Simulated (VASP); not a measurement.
The system is Ni.

```
Ni
1.0
     0.00000    1.73757    1.73757
     1.73757    0.00000    1.73757
     1.73757    1.73757    0.00000
Ni
1
Direct
  0.00000 0.00000 0.00000
```

| Quantity | Value |
| --- | --- |
| Program | VASP 6.6.1 |
| Task | single point |
| Functional | PBEsol |
| Potentials or basis | VASP PAW PBE potentials, release 64 (Ni) |
| Cutoff | 520 eV |
| k mesh | 13 × 13 × 13 |
| Occupations | fermi-dirac, width 0.05 eV |
| Spin | collinear spin, ferromagnetic start |
| Starting moments | [1.0] μB |

On this cell: pressure -2.4 GPa; net moment 0.62 μB per cell; site moments Ni +0.63 μB; band gap on the k mesh none (metal or under the smearing width).

The same run follows on a disturbed copy (cell strained at random at fixed volume):

```xyz
1
Lattice="0.0165 1.7573 1.7682 1.7191 0.0163 1.7685 1.7145 1.7528 0.0210" Properties=species:S:1:pos:R:3 pbc="T T T"
Ni   -0.0366   -0.0460    0.0311
```

**Question.** What changes?

**Answer.** The energy (extrapolated to zero smearing) moves by +3.2 meV/atom; pressure -2.3 GPa; net moment 0.62 μB per cell; site moments Ni +0.63 μB; band gap on the k mesh none (metal or under the smearing width).

Stress tensor (GPa, compression positive):
```
-0.37 -1.08 -1.83
-1.08 -2.87 -1.52
-1.83 -1.52 -3.68
```

Caveats: the PAW data sets were made with another functional, which shifts forces and pressure a little.
